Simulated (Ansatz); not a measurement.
**CdTe (rocksalt): from the first guess to the electronic structure**

Aim: bring CdTe (rocksalt) to zero pressure, then compute its bands, density of states and charges.

Program: Ansatz 0.2.0. Level of theory: DFT PBEsol, scalar-relativistic, plane waves, PAW. These are calculated values, not measurements.

## (1) The starting structure

Symmetry: Fm-3m, No. 225, cubic system. Conventional cell: a = 6.431 Å, b = 6.431 Å, c = 6.431 Å, α = 90.00°, β = 90.00°, γ = 90.00°. Cd (site symmetry m-3m) is surrounded by 6 Te at 3.22 Å. Te (site symmetry m-3m) has 6 Cd at 3.22 Å as nearest neighbours.

Coordinates:

```cif
data_structure
_symmetry_space_group_name_H-M 'Fm-3m'
_symmetry_Int_Tables_number 225
_cell_length_a 6.4313
_cell_length_b 6.4313
_cell_length_c 6.4313
_cell_angle_alpha 90.000
_cell_angle_beta 90.000
_cell_angle_gamma 90.000
_cell_volume 266.01
loop_
_atom_site_label
_atom_site_type_symbol
_atom_site_symmetry_multiplicity
_atom_site_Wyckoff_symbol
_atom_site_fract_x
_atom_site_fract_y
_atom_site_fract_z
_atom_site_occupancy
Cd1 Cd 4 b 0.50000 0.00000 0.00000 1
Te1 Te 4 a 0.00000 0.00000 0.00000 1
```

## (2) At the starting volume

Input file input.yaml:

```yaml
crystal:
  lattice:
    - [0.0, 3.2156458359, 3.2156458359]
    - [3.2156458359, 0.0, 3.2156458359]
    - [3.2156458359, 3.2156458359, 0.0]
  atoms:
    - { symbol: Cd, position: [0.5, 0.5, 0.5] }
    - { symbol: Te, position: [0.0, 0.0, 0.0] }
basis:
  ecutwfc: 420
  ecutrho_ratio: 4
kpoints:
  mp_grid: { grid: [8, 8, 8] }
hamiltonian:
  xc: pbesol
scf:
  occupations: { method: gaussian, width: 0.05 }
output:
  forces: true
  stress: true
  eigenvalues: true
```

Standard output, cut to the lines that bear on the results:

```text
Warning: RAYON_NUM_THREADS=4 ignored (pool sized by the plan → 4); use --threads N
[...]
Pseudopotentials: kind: paw
Pseudopotential: Cd, paw, valence charge 20, recommended cutoff 420 eV (normal), Cd.paw.azcp
Pseudopotential: Te, paw, valence charge 16, recommended cutoff 420 eV (normal), Te.paw.azcp
Functional definition: PBEsol
[...]
Crystal: 2 atoms, lattice volume = 66.502 Å³
Basis set: ecut = 420 eV, 1291 PW (Γ), exchange–correlation on 64×64×64 points (8 copies of the dense FFT grid, shifted against one another)
Bands: 22, of which v1, the nominal top of the filled ones, is band 18 counted from 1 (17 counted from 0)
Symmetry: 48 space group operations
Space group: Fm-3m (ITA 225), of the structure as read, at distance tolerance 4.1e-5 Å
k-points: 29 of 512
[...]
SCF iter   1: F=—  HF=-15085.775508 eV  |F-HF|=—  |Δ(HF+E_count)|=         —  Δρ=4.23e-3  dr2=1.78e-2  ethr=1.77e-3  ⟨swp⟩=5.8  Hψ=2971  notcnv=0
[...]
SCF iter   6: F=-15085.769904 eV  HF=-15085.769904 eV  |F-HF|=1.55e-8  |Δ(HF+E_count)|=   2.00e-7  Δρ=4.60e-6  dr2=7.46e-9  ethr=2.78e-10  ⟨swp⟩=6.4  Hψ=2734  notcnv=0
[...]
SCF converged after 6 iterations
Free energy (F): -15085.769904 eV
[...]
E sigma→0 (E₀):  -15085.769010 eV
Entropy (-TS):   -0.001788 eV (-0.894 meV/atom)
Fermi energy:    7.521088 eV
[...]
--- Forces (eV/Å), atoms counted from 1 ---
  atom   1  Cd     0.00000000    -0.00000000     0.00000000
  atom   2  Te    -0.00000000    -0.00000000    -0.00000000
[...]
--- Stress (GPa, compression-positive) ---
       -7.005649       0.000000       0.000000
        0.000000      -7.005649      -0.000000
       -0.000000      -0.000000      -7.005649
  P = ⅓ Tr σ = -7.0056 GPa (-70.056 kbar)
--- Band table (eV; the first three rows and the last of 29) ---
  k-point 0: bands = ["-94.3607", "-55.4528", "-55.4528", "-55.4528", "-28.3820", "-28.3820", "-28.3805", "-28.3805", "-28.3805", "-3.2203", "-0.3606", "-0.3606", "-0.3304", "-0.3304", "-0.3304", "7.2157", "7.2456", "7.2456", "7.2456", "14.6363", "14.6363", "14.6363"]
[...]
```

Wall time 1.4 s (4 threads of an Arm CPU, shared host); peak memory 0.4 GiB.

Result: volume 33.251 Å³/atom, pressure -7.01 GPa, no gap.

## (3) Volume 31.698 Å³/atom

input.yaml: that of step 2 with these lines changed.

```diff
@@ -2,5 +2,5 @@
   lattice:
-    - [0.0, 3.2156458359, 3.2156458359]
-    - [3.2156458359, 0.0, 3.2156458359]
-    - [3.2156458359, 3.2156458359, 0.0]
+    - [0.0, 3.164784071, 3.164784071]
+    - [3.164784071, 0.0, 3.164784071]
+    - [3.164784071, 3.164784071, 0.0]
   atoms:
```

Standard output, cut to the lines that bear on the results:

```text
Warning: RAYON_NUM_THREADS=4 ignored (pool sized by the plan → 4); use --threads N
[...]
[... 4 set-up lines as earlier in the session ...]
[...]
Crystal: 2 atoms, lattice volume = 63.396 Å³
Basis set: ecut = 420 eV, 1243 PW (Γ), exchange–correlation on 60×60×60 points (8 copies of the dense FFT grid, shifted against one another)
Bands: 22, of which v1, the nominal top of the filled ones, is band 18 counted from 1 (17 counted from 0)
[... 1 set-up line as earlier in the session ...]
Space group: Fm-3m (ITA 225), of the structure as read, at distance tolerance 4.0e-5 Å
k-points: 29 of 512
[...]
SCF iter   1: F=—  HF=-15085.903099 eV  |F-HF|=—  |Δ(HF+E_count)|=         —  Δρ=4.45e-3  dr2=1.76e-2  ethr=1.77e-3  ⟨swp⟩=5.8  Hψ=2969  notcnv=0
[...]
SCF iter   6: F=-15085.897429 eV  HF=-15085.897429 eV  |F-HF|=1.17e-8  |Δ(HF+E_count)|=   1.72e-7  Δρ=4.02e-6  dr2=5.10e-9  ethr=2.78e-10  ⟨swp⟩=6.3  Hψ=2696  notcnv=0
[...]
SCF converged after 6 iterations
Free energy (F): -15085.897429 eV
[...]
E sigma→0 (E₀):  -15085.896597 eV
Entropy (-TS):   -0.001665 eV (-0.833 meV/atom)
Fermi energy:    8.192189 eV
[...]
--- Forces (eV/Å), atoms counted from 1 ---
  atom   1  Cd     0.00000000    -0.00000000     0.00000000
  atom   2  Te    -0.00000000     0.00000000     0.00000000
[...]
--- Stress (GPa, compression-positive) ---
       -6.091447       0.000000      -0.000000
       -0.000000      -6.091447      -0.000000
       -0.000000      -0.000000      -6.091447
  P = ⅓ Tr σ = -6.0914 GPa (-60.914 kbar)
--- Band table (eV; the first three rows and the last of 29) ---
  k-point 0: bands = ["-93.7391", "-54.8310", "-54.8310", "-54.8310", "-27.7698", "-27.7698", "-27.7674", "-27.7674", "-27.7674", "-2.7777", "0.2442", "0.2442", "0.2779", "0.2779", "0.2779", "7.8786", "7.8786", "7.8786", "8.0530", "15.3306", "15.3306", "15.3306"]
[...]
```

Run time: 1.4 s. Hardware: 4 threads of an Arm CPU, shared host; peak memory 0.4 GiB.

This gives: volume 31.698 Å³/atom, pressure -6.09 GPa, a metal on this mesh.

## (4) Next volume: 28.528 Å³/atom

input.yaml: that of step 3 with these lines changed.

```diff
@@ -2,5 +2,5 @@
   lattice:
-    - [0.0, 3.164784071, 3.164784071]
-    - [3.164784071, 0.0, 3.164784071]
-    - [3.164784071, 3.164784071, 0.0]
+    - [0.0, 3.0555654251, 3.0555654251]
+    - [3.0555654251, 0.0, 3.0555654251]
+    - [3.0555654251, 3.0555654251, 0.0]
   atoms:
```

Standard output, cut to the lines that bear on the results:

```text
Warning: RAYON_NUM_THREADS=4 ignored (pool sized by the plan → 4); use --threads N
[...]
[... 4 set-up lines as earlier in the session ...]
[...]
Crystal: 2 atoms, lattice volume = 57.056 Å³
Basis set: ecut = 420 eV, 1139 PW (Γ), exchange–correlation on 60×60×60 points (8 copies of the dense FFT grid, shifted against one another)
Bands: 22, of which v1, the nominal top of the filled ones, is band 18 counted from 1 (17 counted from 0)
[... 1 set-up line as earlier in the session ...]
Space group: Fm-3m (ITA 225), of the structure as read, at distance tolerance 3.8e-5 Å
k-points: 29 of 512
[...]
SCF iter   1: F=—  HF=-15086.087123 eV  |F-HF|=—  |Δ(HF+E_count)|=         —  Δρ=4.89e-3  dr2=1.69e-2  ethr=1.77e-3  ⟨swp⟩=5.7  Hψ=2957  notcnv=0
[...]
SCF iter   6: F=-15086.081447 eV  HF=-15086.081447 eV  |F-HF|=6.44e-8  |Δ(HF+E_count)|=   4.56e-8  Δρ=1.18e-5  dr2=4.25e-8  ethr=2.78e-10  ⟨swp⟩=6.0  Hψ=2787  notcnv=0
[...]
SCF converged after 6 iterations
Free energy (F): -15086.081447 eV
[...]
E sigma→0 (E₀):  -15086.080842 eV
Entropy (-TS):   -0.001210 eV (-0.605 meV/atom)
Fermi energy:    9.808491 eV
[...]
--- Forces (eV/Å), atoms counted from 1 ---
  atom   1  Cd     0.00000000    -0.00000000    -0.00000000
  atom   2  Te    -0.00000000     0.00000000     0.00000000
[...]
--- Stress (GPa, compression-positive) ---
       -2.800036       0.000000      -0.000000
        0.000000      -2.800036      -0.000000
        0.000000      -0.000000      -2.800036
  P = ⅓ Tr σ = -2.8000 GPa (-28.000 kbar)
--- Band table (eV; the first three rows and the last of 29) ---
  k-point 0: bands = ["-92.2856", "-53.3775", "-53.3775", "-53.3775", "-26.3146", "-26.3146", "-26.3098", "-26.3098", "-26.3098", "-1.7526", "1.6530", "1.6530", "1.6943", "1.6943", "1.6943", "9.3906", "9.3906", "9.3906", "10.0952", "16.9871", "16.9871", "16.9871"]
[...]
```

It took 1.2 s on 4 threads of an Arm CPU, shared host; peak memory 0.39 GiB.

This gives: volume 28.528 Å³/atom, pressure -2.80 GPa, no gap.

## (5) Volume 26.816 Å³/atom

input.yaml: that of step 4 with these lines changed.

```diff
@@ -2,5 +2,5 @@
   lattice:
-    - [0.0, 3.0555654251, 3.0555654251]
-    - [3.0555654251, 0.0, 3.0555654251]
-    - [3.0555654251, 3.0555654251, 0.0]
+    - [0.0, 2.9931667612, 2.9931667612]
+    - [2.9931667612, 0.0, 2.9931667612]
+    - [2.9931667612, 2.9931667612, 0.0]
   atoms:
```

Standard output, cut to the lines that bear on the results:

```text
Warning: RAYON_NUM_THREADS=4 ignored (pool sized by the plan → 4); use --threads N
[...]
[... 4 set-up lines as earlier in the session ...]
[...]
Crystal: 2 atoms, lattice volume = 53.632 Å³
Basis set: ecut = 420 eV, 1067 PW (Γ), exchange–correlation on 60×60×60 points (8 copies of the dense FFT grid, shifted against one another)
Bands: 22, of which v1, the nominal top of the filled ones, is band 18 counted from 1 (17 counted from 0)
[... 2 set-up lines as earlier in the session ...]
k-points: 29 of 512
[...]
SCF iter   1: F=—  HF=-15086.116305 eV  |F-HF|=—  |Δ(HF+E_count)|=         —  Δρ=5.14e-3  dr2=1.66e-2  ethr=1.77e-3  ⟨swp⟩=5.8  Hψ=2947  notcnv=0
[...]
SCF iter   6: F=-15086.110529 eV  HF=-15086.110529 eV  |F-HF|=1.62e-9  |Δ(HF+E_count)|=   9.36e-8  Δρ=5.25e-6  dr2=6.18e-9  ethr=2.78e-10  ⟨swp⟩=5.6  Hψ=2614  notcnv=0
[...]
SCF converged after 6 iterations
Free energy (F): -15086.110529 eV
[...]
E sigma→0 (E₀):  -15086.110077 eV
Entropy (-TS):   -0.000905 eV (-0.453 meV/atom)
Fermi energy:    10.847977 eV
[...]
--- Forces (eV/Å), atoms counted from 1 ---
  atom   1  Cd     0.00000000    -0.00000000     0.00000000
  atom   2  Te    -0.00000000     0.00000000     0.00000000
[...]
--- Stress (GPa, compression-positive) ---
        0.272595       0.000000      -0.000000
        0.000000       0.272595      -0.000000
       -0.000000       0.000000       0.272595
  P = ⅓ Tr σ = 0.2726 GPa (2.726 kbar)
--- Band table (eV; the first three rows and the last of 29) ---
  k-point 0: bands = ["-91.3722", "-52.4644", "-52.4644", "-52.4644", "-25.3893", "-25.3893", "-25.3826", "-25.3826", "-25.3826", "-1.1173", "2.5345", "2.5345", "2.5800", "2.5800", "2.5800", "10.3585", "10.3585", "10.3585", "11.4319", "18.0478", "18.0478", "18.0478"]
[...]
```

It took 1.2 s on 4 threads of an Arm CPU, shared host; peak memory 0.38 GiB.

Read off: volume 26.816 Å³/atom, pressure 0.27 GPa, no gap.

## (6) Volume 26.946 Å³/atom

input.yaml: that of step 5 with these lines changed.

```diff
@@ -2,5 +2,5 @@
   lattice:
-    - [0.0, 2.9931667612, 2.9931667612]
-    - [2.9931667612, 0.0, 2.9931667612]
-    - [2.9931667612, 2.9931667612, 0.0]
+    - [0.0, 2.9980050306, 2.9980050306]
+    - [2.9980050306, 0.0, 2.9980050306]
+    - [2.9980050306, 2.9980050306, 0.0]
   atoms:
```

Standard output, cut to the lines that bear on the results:

```text
Warning: RAYON_NUM_THREADS=4 ignored (pool sized by the plan → 4); use --threads N
[...]
[... 4 set-up lines as earlier in the session ...]
[...]
Crystal: 2 atoms, lattice volume = 53.892 Å³
Basis set: ecut = 420 eV, 1067 PW (Γ), exchange–correlation on 60×60×60 points (8 copies of the dense FFT grid, shifted against one another)
Bands: 22, of which v1, the nominal top of the filled ones, is band 18 counted from 1 (17 counted from 0)
[... 2 set-up lines as earlier in the session ...]
k-points: 29 of 512
[...]
SCF iter   1: F=—  HF=-15086.116520 eV  |F-HF|=—  |Δ(HF+E_count)|=         —  Δρ=5.12e-3  dr2=1.66e-2  ethr=1.77e-3  ⟨swp⟩=5.8  Hψ=2948  notcnv=0
[...]
SCF iter   6: F=-15086.110751 eV  HF=-15086.110751 eV  |F-HF|=2.45e-9  |Δ(HF+E_count)|=   7.74e-8  Δρ=5.30e-6  dr2=6.24e-9  ethr=2.78e-10  ⟨swp⟩=5.7  Hψ=2637  notcnv=0
[...]
SCF converged after 6 iterations
Free energy (F): -15086.110751 eV
[...]
E sigma→0 (E₀):  -15086.110286 eV
Entropy (-TS):   -0.000931 eV (-0.465 meV/atom)
Fermi energy:    10.763990 eV
[...]
--- Forces (eV/Å), atoms counted from 1 ---
  atom   1  Cd     0.00000000    -0.00000000    -0.00000000
  atom   2  Te    -0.00000000     0.00000000    -0.00000000
[...]
--- Stress (GPa, compression-positive) ---
       -0.004245      -0.000000       0.000000
       -0.000000      -0.004245      -0.000000
       -0.000000      -0.000000      -0.004245
  P = ⅓ Tr σ = -0.0042 GPa (-0.042 kbar)
--- Band table (eV; the first three rows and the last of 29) ---
  k-point 0: bands = ["-91.4453", "-52.5375", "-52.5375", "-52.5375", "-25.4637", "-25.4637", "-25.4571", "-25.4571", "-25.4571", "-1.1680", "2.4641", "2.4641", "2.5092", "2.5092", "2.5092", "10.2805", "10.2805", "10.2805", "11.3234", "17.9623", "17.9623", "17.9623"]
[...]
```

It took 1.2 s on 4 threads of an Arm CPU, shared host; peak memory 0.39 GiB.

Result: volume 26.946 Å³/atom, pressure 0.00 GPa, metallic.

## (7) Pressure against volume so far

```
step   level   mesh  relaxed  volume (Å³/atom)  pressure (GPa)
   2  PBEsol  8×8×8  nothing            33.251           -7.01
   3  PBEsol  8×8×8  nothing            31.698           -6.09
   4  PBEsol  8×8×8  nothing            28.528           -2.80
   5  PBEsol  8×8×8  nothing            26.816            0.27
   6  PBEsol  8×8×8  nothing            26.946            0.00
```

The cell before and after:

| cell as typed | before | after | change |
| --- | --- | --- | --- |
| a (Å) | 4.548 | 4.240 | -6.8 % |
| b (Å) | 4.548 | 4.240 | -6.8 % |
| c (Å) | 4.548 | 4.240 | -6.8 % |
| volume (Å³/atom) | 33.251 | 26.946 | -19.0 % |
| shortest distance (Å) | 3.216 | 2.998 | -6.8 % |
| space group | Fm-3m | Fm-3m | same |

## (8) A single point with the electronic structure

input.yaml: that of step 6 with these lines changed.

```diff
@@ -13,2 +13,7 @@
   mp_grid: { grid: [8, 8, 8] }
+  band_path:
+    path:
+      - [[0.0, 0.0, 0.0], [0.5, 0.0, 0.5], [0.625, 0.25, 0.625]]
+      - [[0.375, 0.375, 0.75], [0.0, 0.0, 0.0], [0.5, 0.5, 0.5], [0.5, 0.25, 0.75], [0.5, 0.0, 0.5]]
+    npoints: 14
 hamiltonian:
@@ -21 +26,4 @@
   eigenvalues: true
+  populations: true
+  dos: { projected: true, de: 0.02, nscf_kmesh: { grid: [12, 12, 12] } }
+  bader: false
```

Standard output:

```text
Warning: RAYON_NUM_THREADS=4 ignored (pool sized by the plan → 4); use --threads N
Engine: ansatz 0.2.0, aarch64-unknown-linux-gnu
[... 4 set-up lines as earlier in the session ...]
  exchange = pbesol_x
  correlation = pbesol_c
Crystal: 2 atoms, lattice volume = 53.892 Å³
Basis set: ecut = 420 eV, 1067 PW (Γ), exchange–correlation on 60×60×60 points (8 copies of the dense FFT grid, shifted against one another)
Bands: 22, of which v1, the nominal top of the filled ones, is band 18 counted from 1 (17 counted from 0)
[... 2 set-up lines as earlier in the session ...]
k-points: 29 of 512
Non-local potential: Cd, projectors of the file, l = 0: 3, l = 1: 2, l = 2: 2, l = 3: 1
Non-local potential: Te, projectors of the file, l = 0: 2, l = 1: 2, l = 2: 2, l = 3: 2
PAW form: soft (Blöchl's): semilocal exchange-correlation on the pseudo side does not see the compensation charge
PAW frozen core: Cd, regenerated for the run's functional, and the local potential with it (the file was generated under x = pbe(κ = 0.804, μ = 0.2195149727645171), c = pbe(β = 0.06672455060314922))
PAW frozen core: Te, regenerated for the run's functional, and the local potential with it (the file was generated under x = pbe(κ = 0.804, μ = 0.2195149727645171), c = pbe(β = 0.06672455060314922))
PAW one-centre angular grid: Cd, 590 points (default); XC on 64 Gauss nodes
PAW one-centre angular grid: Te, 590 points (default); XC on 64 Gauss nodes
Initial density: superposition of atomic densities (neutral atoms: chi_scale 0, normalization atom), corrected by the library's trained network
Initial wavefunctions: pseudopotential atomic-orbital guess
Functional: x = pbesol(κ = 0.804, μ = 0.12345679012345678), c = pbesol(β = 0.046)
SCF iter   1: F=—  HF=-15086.116520 eV  |F-HF|=—  |Δ(HF+E_count)|=         —  Δρ=5.12e-3  dr2=1.66e-2  ethr=1.77e-3  ⟨swp⟩=5.8  Hψ=2948  notcnv=0
preconditioner: auto → none  [insulator: Δε(μ)=0.083 eV  Ē_g=11.531 eV  σ=0.050 eV  W_gap=0.75  n_scr=14 (ndim 8)  ℏωp=21.5 eV  f_vac=0.024  D(μ)=0.72/eV (n_scr^D=0)  ε∞_Penn≈4.5]
SCF iter   2: F=—  HF=-15086.110666 eV  |F-HF|=—  |Δ(HF+E_count)|=   5.85e-3  Δρ=1.13e-3  dr2=3.99e-4  ethr=4.62e-5  ⟨swp⟩=2.1  Hψ=1271  notcnv=0
SCF iter   3: F=—  HF=-15086.110735 eV  |F-HF|=—  |Δ(HF+E_count)|=   6.84e-5  Δρ=5.27e-4  dr2=8.20e-5  ethr=1.11e-6  ⟨swp⟩=2.2  Hψ=993  notcnv=0
SCF iter   4: F=—  HF=-15086.110755 eV  |F-HF|=—  |Δ(HF+E_count)|=   2.04e-5  Δρ=1.68e-4  dr2=1.43e-5  ethr=2.28e-7  ⟨swp⟩=2.3  Hψ=999  notcnv=0
SCF iter   5: F=—  HF=-15086.110751 eV  |F-HF|=—  |Δ(HF+E_count)|=   4.05e-6  Δρ=2.89e-5  dr2=2.91e-7  ethr=3.97e-8  ⟨swp⟩=2.0  Hψ=891  notcnv=0
SCF iter   6: F=-15086.110751 eV  HF=-15086.110751 eV  |F-HF|=2.45e-9  |Δ(HF+E_count)|=   7.74e-8  Δρ=5.30e-6  dr2=6.24e-9  ethr=2.78e-10  ⟨swp⟩=5.7  Hψ=2637  notcnv=0
SCF 1 converged in 6 iterations: F = -15086.110751 eV  dr2 = 6.24e-9
NSCF: frozen V_eff on 86 k-points
NSCF: frozen V_eff on 72 k-points
SCF converged after 6 iterations
Free energy (F): -15086.110751 eV
Harris-Foulkes:  -15086.110751 eV  (|F-HF|=2.45e-9)
Internal energy: -15086.109820 eV  (E = F + TS)
E sigma→0 (E₀):  -15086.110286 eV
Entropy (-TS):   -0.000931 eV (-0.465 meV/atom)
Fermi energy:    10.763990 eV
--- Per-component energies (eV) ---
  E_band       = -677.899679
  E_kinetic    = 686.214017
  E_local      = -4463.060496  (includes V_loc(G=0)·N_el)
  E_nonlocal   = -271.141034
  E_hartree    = 2308.076270
  E_xc         = -299.042222
  E_vxc        = -325.518198  (∫ρ·V_xc dr)
  E_paw        = -8598.905589  (= ΣΔE_a)
  E_vpaw       = -920.548265  (= ΣTr[D̂ρ^β])
  E_aug_tail   = -0.000204  (compensation charges beyond the density's cutoff)
  E_ewald      = -4448.967337
  E_core_change = 0.716775  (= ΣΔE_core)
  E_smearing   = -0.000931  (= −TS)
  E_closure    = -0.000000  (closes the sum)
  Σ components = -15086.110751   (vs F -15086.110751, Δ=0.00e0)
--- Forces (eV/Å), atoms counted from 1 ---
  atom   1  Cd     0.00000000    -0.00000000    -0.00000000
  atom   2  Te    -0.00000000     0.00000000    -0.00000000
  max |Σ_I F_I| component: 1.04e-28 eV/Å
--- Stress (GPa, compression-positive) ---
       -0.004245      -0.000000       0.000000
        0.000000      -0.004245      -0.000000
        0.000000       0.000000      -0.004245
  P = ⅓ Tr σ = -0.0042 GPa (-0.042 kbar)
--- Band table (eV; the first three rows and the last of 29) ---
  k-point 0: bands = ["-91.4453", "-52.5375", "-52.5375", "-52.5375", "-25.4637", "-25.4637", "-25.4571", "-25.4571", "-25.4571", "-1.1680", "2.4641", "2.4641", "2.5092", "2.5092", "2.5092", "10.2805", "10.2805", "10.2805", "11.3234", "17.9623", "17.9623", "17.9623"]
  k-point 1: bands = ["-91.4453", "-52.5375", "-52.5375", "-52.5375", "-25.4636", "-25.4636", "-25.4570", "-25.4569", "-25.4569", "-1.0321", "2.4389", "2.4389", "2.5020", "2.5214", "2.5214", "8.8379", "10.3392", "10.3392", "12.6127", "16.8533", "17.3928", "17.3928"]
  k-point 2: bands = ["-91.4453", "-52.5377", "-52.5375", "-52.5375", "-25.4634", "-25.4634", "-25.4568", "-25.4564", "-25.4564", "-0.6596", "2.3738", "2.3738", "2.4774", "2.5567", "2.5567", "7.1362", "10.5000", "10.5000", "13.5593", "16.0818", "16.0818", "16.1178"]
  k-point 28: bands = ["-91.4453", "-52.5377", "-52.5377", "-52.5377", "-25.4639", "-25.4627", "-25.4562", "-25.4562", "-25.4546", "-0.0610", "2.3770", "2.5160", "2.5160", "2.6561", "3.2238", "7.1930", "7.3154", "7.3154", "13.3049", "15.5614", "17.4513", "17.4513"]
--- Löwdin populations: 2 sites ---
  site symbol       q [e]
     0     Cd     18.9279
     1     Te     16.8526
  spilling = 0.006096 (of n_electrons = 36.000000)
```

Wall time 3.4 s (4 threads of an Arm CPU, shared host); peak memory 0.39 GiB.

Read off: volume 26.946 Å³/atom, pressure 0.00 GPa, a metal on this mesh.

Levels next to the Fermi level at the named points, in eV from the Fermi level:

```
point             filled           empty
    Γ  -0.48 -0.48 -0.48            0.56
    X  -2.23 -2.23 -1.31            4.15
    U  -4.06 -3.88 -1.55            0.73
    K  -4.06 -3.88 -1.55            0.73
    L  -8.15 -8.15 -5.42  0.03 0.03 2.65
    W  -3.57 -3.45 -3.45       2.54 4.80
```

Empty levels over 5.1 eV are left out.

Bands that cross the Fermi level on the path (counted from 0), with the number of crossings: 16: 2, 17: 4, 18: 3.

States per cell in windows of 1 eV (zero at the Fermi level), total and by projection:

```
from  to  total  Te 5p  Cd 5s
  -7  -6   0.00   0.00   0.00
  -6  -5   0.14   0.08   0.05
  -5  -4   1.33   0.84   0.38
  -4  -3   0.69   0.48   0.13
  -3  -2   1.11   0.94   0.08
  -2  -1   1.37   1.21   0.04
  -1   0   1.37   1.20   0.06
   0   1   0.29   0.13   0.12
   1   2   0.47   0.15   0.21
   2   3   0.97   0.29   0.35
   3   4   0.47   0.07   0.09
   4   5   1.45   0.07   0.06
```

The projection uses the shells of the potentials' files: it has no valence p orbitals on Cd, so such weight is missing from the shares.

## (9) Results

```
                 quantity                                                                      value
              space group                                                            Fm-3m (No. 225)
        conventional cell  a = 5.996 Å, b = 5.996 Å, c = 5.996 Å, α = 90.00°, β = 90.00°, γ = 90.00°
                   volume                                                             26.946 Å³/atom
                 pressure                                                                   0.00 GPa
                      gap                                                               none (metal)
states at the Fermi level                                                  about 0.7 per eV per cell
```

What this shows: From the first run shown, the volume went from 33.25 to 26.95 Å³/atom (-19.0 %) in 5 runs, where the pressure is zero within 0.01 GPa. There is no gap at this level of theory; the largest share of the states at the Fermi level is Te 5p (84 % of the projected weight). Spin–orbit coupling is left out, and it can open a gap where p bands of these elements cross.
